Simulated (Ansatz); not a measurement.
We consider rock-salt NaBr, described by BLYP (Ansatz, a first-principles code, PAW).

Run with plane-wave cutoff 520 eV, 10×10×10 k mesh, Fermi–Dirac smearing 0.01 eV, scalar-relativistic PAW data made under PBE.

The cell has the measured lattice: a = 5.973 Å, b = 5.973 Å, c = 5.973 Å, α = 90.00°, β = 90.00°, γ = 90.00°.

Problem. Predict the band gap and width of the whole s-p valence band.

Solution. 
band gap: 4.20 eV (direct)
width of the whole s-p valence band: 12.84 eV

Measured, for comparison: band gap 7.1 eV (temperature not stated, not corrected to a static lattice; as tabulated in Aguado et al. (1998), arXiv:cond-mat/9809176).

Note: cell and atoms aren't relaxed at this level (pressure 1.6 GPa).

Spin–orbit coupling is not included.

It cost about 4 core-seconds (a rough figure) of CPU time.
